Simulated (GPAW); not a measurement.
Here is a GPAW 26.7.0 calculation.

File run.py:

```python
import numpy as np
from ase.dft.bandgap import bandgap
from ase.io import read, write
from gpaw import GPAW, PW, setup_paths
from gpaw.response.df import DielectricFunction

setup_paths.insert(0, '.')

atoms = read('POSCAR')

calc = GPAW(mode=PW(400),
            xc='PBEsol',
            kpts={'size': (6, 6, 6), 'gamma': True},
            occupations={'name': 'fermi-dirac', 'width': 0.001},
            nbands=19,
            convergence={'density': 1e-06},
            maxiter=150,
            txt='gpaw.txt')
atoms.calc = calc
energy = atoms.get_potential_energy()
calc.write('gs.gpw')
write('result.traj', atoms)
print(f'Energy: {energy:.6f} eV')
print('Fermi level:', round(calc.get_fermi_level(), 4), 'eV')
print(f'Gap: {bandgap(calc)[0]:.4f} eV, direct: {bandgap(calc, direct=True)[0]:.4f} eV')

for size in [(18, 18, 18)]:
    name = 'x'.join(str(n) for n in size)
    dense = calc.fixed_density(kpts={'size': size, 'gamma': True},
                               nbands=36, convergence={'bands': 30, 'eigenstates': 1e-7},
                               update_fermi_level=True, txt=f'dense-{name}.txt')
    dense.write(f'{name}.gpw', mode='all')
    df = DielectricFunction(f'{name}.gpw', frequencies=np.array([0.0]), hilbert=False, eta=0.001,
                            ecut=80, nbands=30, intraband=False, txt=f'df-{name}.txt')
    for xc in ['RPA']:
        for direction in ['x', 'y', 'z', [0, 1, 1], [1, 0, 1], [1, 1, 0]]:
            e0, e = df.get_macroscopic_dielectric_constant(xc=xc, direction=direction)
            print(f'{name} {xc} {direction}: {e0:.4f} without, {e:.4f} with local fields')
```

POSCAR

```
SnTe
1.0
    0.0000000000      3.1508500000      3.1508500000
    3.1508500000      0.0000000000      3.1508500000
    3.1508500000      3.1508500000      0.0000000000
Te Sn
1 1
Direct
    0.5000000000      0.5000000000      0.5000000000
    0.0000000000      0.0000000000      0.0000000000
```

Potentials or basis: PAW data sets generated in the run's folder for this functional, pw.

Run with:

```console
$ gpaw-setup -f PBEsol Sn Te
$ OMP_NUM_THREADS=1 python run.py
```

Q: Predict the electronic dielectric tensor (diagonal).

A: 68.21.

Q: What does it give for the band gap on the k mesh?

A: 0.15 eV, direct.

Electronic dielectric tensor:
```
68.21  0.00  0.00
 0.00 68.21  0.00
 0.00  0.00 68.21
```

Caveat: the gap is small at this level, which inflates the dielectric constant; the long-wavelength limit can be off by a per cent or two; spin-orbit coupling is left out, which moves the levels of the heavy elements.

**The experiment to reproduce.**

A printed reference work, textbook reports, for a bulk crystal of SnTe at 300 K: band gap 0.18 eV (direct).

Against the measured gap of SnTe, 0.18 eV (direct; 300 K; a printed reference work, textbook), the calculated 0.15 eV is off by -0.03 eV. Spin-orbit coupling on Sn, Te is left out. The value is that of PBEsol on a finite k mesh, which can miss the band edges, without temperature or zero-point motion. Semilocal functionals fall short of measured gaps as a rule.
